A PAW potential decides which electrons of an atom take part in a calculation and which are kept in the shape they had in the free atom. The runs below relax the same rocksalt crystal, MgS, with the same functional. They differ in the set of potentials, and one of them also uses a lower plane-wave cutoff and a looser threshold for the electronic steps.

VASP calculations of rocksalt MgS (two-atom cell) with the PBE functional and PAW potentials, without spin polarisation, on a 9×9×9 k mesh with Fermi-Dirac smearing of 0.05 eV. Cell and atoms are relaxed in each run, and the volumes are those of a static lattice. The basis column gives the plane-wave cutoff.

| potentials | basis | equilibrium volume (Å³/atom) | equilibrium volume less the median of the rows (Å³/atom) |
| --- | --- | --- | --- |
| VASP PAW PBE potentials, gw, light | 900 eV | 17.811 | -0.003 |
| VASP PAW PBE potentials, minimal, release 54 | 900 eV | 17.813 | -0.001 |
| VASP PAW PBE potentials, recommended | 600 eV | 17.813 | -0.001 |
| VASP PAW PBE potentials, hard | 900 eV | 17.814 | 0.000 |
| VASP PAW PBE potentials, gw | 900 eV | 17.880 | 0.066 |
| VASP PAW PBE potentials, materialsproject | 900 eV | 17.899 | 0.085 |

### 1. Which sets give the larger crystal, and by how much?

The sets called materialsproject and gw do. Their volumes are 17.899 and 17.880 Å³/atom, while the other four lie together near 17.81. The step is thus about 0.4 to 0.5 % of the volume.

In rocksalt the distance between Mg and S is the cube root of the volume per atom, so its relative change is only a third as large. From minimal to materialsproject the bond grows by about 0.004 Å. This is small for most purposes, but the step in volume behind it is more than twenty times the scatter of 0.003 Å³/atom among the four lower volumes.

### 2. What do the two high sets have in common?

Their names don't tell, but their treatment of magnesium does. In the four low rows Mg brings only its two 3s electrons into the calculation. The materialsproject set adds the six 2p electrons, and gw adds the 2s pair as well. These inner shells just below the valence electrons are called semicore shells.

Two pairs of runs at 900 eV bring this out. Going from minimal to materialsproject changes the Mg potential and keeps an S potential of the same name; the volume rises by 0.086 Å³/atom. Going from "gw, light" to gw again changes Mg alone, and the volume rises by 0.069 Å³/atom. Both changes add semicore electrons, and both enlarge the crystal.

### 3. Could the sulfur potential be responsible instead?

The low rows answer this. They contain three different S potentials, a standard, a hard and a GW type, all combined with two-electron Mg. Their volumes agree within 0.003 Å³/atom. A label such as "hard" or "gw" is therefore a poor guide to the volume; the list of electrons treated for each element is a better one.

A simple model puts this in numbers: one common volume, plus one step wherever Mg has semicore electrons. Fitted to all six rows, it gives a step of 0.077 Å³/atom and a typical miss of 0.006. With the step tied to the GW-type S potential instead, the typical miss is 0.036. The first model still gives both high rows the same volume, which they don't have; the output after this text shows both fits.

### 4. Why can an inner shell change the spacing of the atoms?

The equilibrium volume is where the energy curve of the crystal has its minimum. Replacing one Mg potential by another changes the energy by an amount δE, which depends a little on the volume V. If δE were the same at every volume, the curve would only move up or down and the crystal would keep its size. Only the slope of δE moves the minimum:

ΔV = −(V/B) · dδE/dV

Here B is the bulk modulus, the stiffness against compression. Since the crystal grows when the semicore shell is added, δE must fall as the cell expands. The new potential acts like a small extra pressure from inside.

Where this slope comes from is less certain. With 2p among the active electrons, the shell can adapt to the crystal, and its repulsion of the electrons around sulfur is computed explicitly. The two-electron potential has to imitate that repulsion with a core taken from the free atom. If it imitates it slightly too weakly, the ions sit too close together, which would fit the direction found here. This is a guess, because the Mg potentials may also differ in core radius and other details of their construction.

### 5. How strong is this extra pressure?

The relation above can be turned round: the extra pressure is B · ΔV/V. For MgS a rough recalled bulk modulus is 75 GPa. The step from minimal to materialsproject then gives

75 GPa × 0.086 / 17.81 ≈ 0.36 GPa,

or a few thousand bar. The crystal answers it with less than half a per cent in volume because it is stiff.

The energy hardly notices at all. Near its minimum the energy curve is a parabola, so a wrong volume costs B · (ΔV)²/(2V), here about 0.1 meV per atom. The shift enters the pressure to first power and the energy squared. A cell relaxed with two-electron Mg can therefore serve for an energy with a semicore set, but that set will find the cell compressed, with a pressure of a few tenths of a GPa.

### 6. What would change with another cutoff or another element?

With two-electron Mg, 600 eV is already enough for the volume. The recommended set at 600 eV and the minimal set at 900 eV use Mg and S potentials of the same names, and their volumes agree to the last printed digit, which is closer than the relaxations themselves are converged. This result shouldn't be carried over to the semicore sets unchecked. The 2p orbitals are compact, and compact orbitals need shorter waves to describe them, so the cutoff has to be tested again when they are added.

If calcium took the place of magnesium, the shell in question would be 3p. It is bound less tightly than the 2p shell of Mg and reaches further out, towards the sulfur neighbours. Its treatment should then matter more, and it belongs among the active electrons. The size and direction of the shift would still have to come from a pair of runs like those in question 2.

### 7. Which digits can be trusted?

Within the low group, two decimals, though the second may still change by one. A relaxation stops when the remaining pressure P is small, not when it is zero, and the cell is then off by about V · P/B. In the minimal run this amounts to 0.003 Å³/atom, as much as the whole spread of the group. The order of the four low rows therefore has no physical meaning.

The gw run needs more care. It stopped at −0.069 GPa, still slightly stretched, and the same estimate makes its volume too large by nearly 0.02 Å³/atom. Corrected in this way, the gap between the two high sets widens from 0.019 to about 0.03 Å³/atom, so its size is uncertain. The step from "gw, light" to gw shrinks to about 0.05 Å³/atom, but the high and low groups remain clearly apart.

### 8. Which volume should be used?

The table doesn't decide which is closer to a calculation with all electrons. The last column measures each volume from the median, and the median falls among the two-electron sets because they are the majority. A positive entry is thus a difference from the majority, not an error. Treating more electrons explicitly removes one approximation, which is a good reason to prefer a semicore set, but the two semicore sets still disagree with each other.

In practice, the Mg potential should be chosen once and kept through a whole study. Volumes from the two groups shouldn't be mixed in one curve, for instance in a series of compositions, where a change of potential would look like a real expansion. When a volume is quoted by itself, an allowance of about 0.1 Å³/atom covers the choice of potential seen here. A comparison with a measured crystal must also allow for the error of the functional and for the motion of the atoms, since these volumes belong to a lattice at rest.

Numerical output:

```
Residual pressure and estimated volume at zero pressure:
                                           row  valence electrons per cell  residual pressure GPa  estimated correction A3/atom  corrected volume A3/atom
            VASP PAW PBE potentials, gw, light                           8              -0.001061                     -0.000252                     17.81
  VASP PAW PBE potentials, minimal, release 54                           8                0.01229                      0.002919                     17.82
          VASP PAW PBE potentials, recommended                           8               0.001802                      0.000428                     17.81
                 VASP PAW PBE potentials, hard                           8               0.006014                      0.001428                     17.82
                   VASP PAW PBE potentials, gw                          16               -0.06925                      -0.01651                     17.86
     VASP PAW PBE potentials, materialsproject                          14               -0.01473                     -0.003516                      17.9
Spread of the four rows with two-electron Mg (A3/atom): 0.003
materialsproject less minimal (A3/atom): 0.086
materialsproject less minimal (percent of volume): 0.4828
gw less gw light (A3/atom): 0.069
gw less gw light (percent of volume): 0.3874
recommended at 600 eV less minimal at 900 eV (A3/atom): 0
materialsproject less gw as computed (A3/atom): 0.019
materialsproject less gw after pressure correction (A3/atom): 0.03199
materialsproject less minimal after pressure correction (A3/atom): 0.07956
gw less gw light after pressure correction (A3/atom): 0.05274
Mg-S distance, mean of the four low rows (A): 2.612
Mg-S distance, materialsproject less minimal (A): 0.004196
Pressure equivalent of the step materialsproject less minimal (GPa, rough): 0.3621
Energy cost of a volume wrong by that step (meV/atom, rough): 0.09718
fit of vol on 6 rows: constant 17.81 +/- 0.0034, coefficient of semi 0.07675 +/- 0.0059; rms 0.00556, worst VASP PAW PBE potentials, gw 0.0095, leave-one-out rms 0.011
fit of vol on 6 rows: constant 17.83 +/- 0.022, coefficient of sgw 0.01075 +/- 0.038; rms 0.0363, worst VASP PAW PBE potentials, materialsproject -0.0642, leave-one-out rms 0.0567
```
